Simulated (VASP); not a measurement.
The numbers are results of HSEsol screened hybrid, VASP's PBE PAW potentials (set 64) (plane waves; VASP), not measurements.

Input for VASP

File KPOINTS:
```
Automatic mesh
0
Gamma
6 6 6
0 0 0
```

**INCAR**
```
LREAL = .False.
LWAVE = .False.
ENCUT = 520   # plane-wave cut-off (eV)
HFSCREEN = 0.2   # 1/Angstrom
ISYM = 3
ISIF = 2   # forces and stress, cell fixed
LHFCALC = .True.
PREC = Accurate
LCHARG = .False.
ALGO = Normal   # blocked Davidson
LMAXMIX = 4
GGA = PS   # PBEsol
SIGMA = 0.05   # width (eV)
EDIFF = 1E-6   # SCF stop (eV)
SYSTEM = CsCl
ISMEAR = 0
AEXX = 0.25
LASPH = .True.
PRECFOCK = Fast
NELM = 60   # most electronic steps
```

### POSCAR
```
CsCl
4.0796080
  1.0000000433   0.0000000000   0.0000000000
  0.0000000000   1.0000000433   0.0000000000
  0.0000000000   0.0000000000   1.0000000433
Cs Cl
1 1
direct
  0.0000000000   0.0000000000   0.0000000000
  0.5000000000   0.5000000000   0.5000000000
```

POTCAR, in this order: Cs_sv Cl (PBE.64 set). Program: vasp_std. Read from the step before: WAVECAR.

Output

File OSZICAR:
```
       N       E                     dE             d eps       ncg     rms          rms(c)
DAV:   1    -0.788481268633E+01   -0.78848E+01   -0.38434E-01   480   0.550E+00    0.101E+00
DAV:   2    -0.788544267652E+01   -0.62999E-03   -0.49094E-03   532   0.560E-01    0.627E-01
DAV:   3    -0.788485026430E+01    0.59241E-03   -0.86890E-04   564   0.209E-01    0.370E-01
DAV:   4    -0.788470250998E+01    0.14775E-03   -0.22395E-04   556   0.104E-01    0.217E-01
DAV:   5    -0.788465805513E+01    0.44455E-04   -0.51269E-05   548   0.500E-02    0.127E-01
DAV:   6    -0.788464545093E+01    0.12604E-04   -0.13022E-05   568   0.274E-02    0.749E-02
DAV:   7    -0.788464201485E+01    0.34361E-05   -0.29848E-06   540   0.142E-02    0.442E-02
DAV:   8    -0.788464141025E+01    0.60460E-06   -0.69068E-07   292   0.789E-03
   1 F= -.78846414E+01 E0= -.78846414E+01  d E =-.598689E-18
```

OUTCAR:
```
------------------------ aborting loop because EDIFF is reached ----------------------------------------
  FORCE on cell =-STRESS in cart. coord.  units (eV):
  Direction    XX          YY          ZZ          XY          YZ          ZX
  --------------------------------------------------------------------------------------
  Total       -0.0412901     -0.0412901     -0.0412901     -0.0000000      0.0000000      0.0000000
  in kB       -0.9743182     -0.9743182     -0.9743182     -0.0000000      0.0000000      0.0000000
  external PRESSURE =      -0.9743182 kB  Pullay stress =       0.0000000 kB
  volume of cell :       67.90
      direct lattice vectors                 reciprocal lattice vectors
     4.079608176  0.000000000  0.000000000     0.245121580  0.000000000  0.000000000
     0.000000000  4.079608176  0.000000000     0.000000000  0.245121580  0.000000000
     0.000000000  0.000000000  4.079608176     0.000000000  0.000000000  0.245121580
 POSITION                                       TOTAL-FORCE (eV/Angst)
 -----------------------------------------------------------------------------------
      0.00000      0.00000      0.00000         0.000000      0.000000      0.000000
      2.03980      2.03980      2.03980         0.000000      0.000000      0.000000
 -----------------------------------------------------------------------------------
    total drift:                               -0.000209     -0.000233     -0.000157
  FREE ENERGIE OF THE ION-ELECTRON SYSTEM (eV)
  ---------------------------------------------------
  free  energy   TOTEN  =        -7.8846414103 eV

  energy  without entropy=       -7.8846414103  energy(sigma->0) =       -7.88464141

  exchange ACFDT corr.  =         0.00000000  see jH, gK, PRB 81, 115126
```
(Selected blocks of OUTCAR.)

**OUTCAR**
```
 val. band max:       -1.1864621077   @ k =   0.0000   0.0000   0.0000

 cond. band min:       5.3572776248   @ k =   0.0000   0.0000   0.0000


 Fermi energy:        -0.8944229154

 k-point     1 :       0.0000    0.0000    0.0000
  band No.  band energies     occupation
      1     -21.7434      2.00000
      2     -14.5646      2.00000
      3      -7.1661      2.00000
      4      -7.1661      2.00000
      5      -7.1661      2.00000
      6      -1.1865      2.00000
      7      -1.1865      2.00000
      8      -1.1865      2.00000
      9       5.3573      0.00000
     10       5.3573      0.00000
     11       5.3783      0.00000
     12      10.5055      0.00000

 k-point     2 :       0.1667    0.0000    0.0000
  band No.  band energies     occupation
      1     -21.7169      2.00000
      2     -14.5784      2.00000
      3      -7.3304      2.00000
      4      -7.1213      2.00000
      5      -7.1213      2.00000
      6      -1.5768      2.00000
      7      -1.2569      2.00000
      8      -1.2569      2.00000
      9       5.5624      0.00000
     10       5.9804      0.00000
     11       6.1484      0.00000
     12      10.2612      0.00000

 k-point     3 :       0.3333    0.0000    0.0000
  band No.  band energies     occupation
      1     -21.6629      2.00000
      2     -14.6100      2.00000
      3      -7.6212      2.00000
      4      -7.0281      2.00000
      5      -7.0281      2.00000
      6      -2.2359      2.00000
      7      -1.4040      2.00000
      8      -1.4040      2.00000
      9       6.1048      0.00000
     10       7.2179      0.00000
     11       7.9904      0.00000
     12       9.9968      0.00000

 k-point     4 :       0.5000    0.0000    0.0000
  band No.  band energies     occupation
      1     -21.6353      2.00000
      2     -14.6278      2.00000
      3      -7.7502      2.00000
      4      -6.9795      2.00000
      5      -6.9795      2.00000
      6      -2.5254      2.00000
...
```

Unless said otherwise, spin-orbit coupling is left out, though it shifts the bands of the heavy elements here.

The compound is CsCl in the CsCl type structure. This cell is one point of a volume scan, at 0.91 of the reference volume. The cell's shape comes from a PBE relaxation.
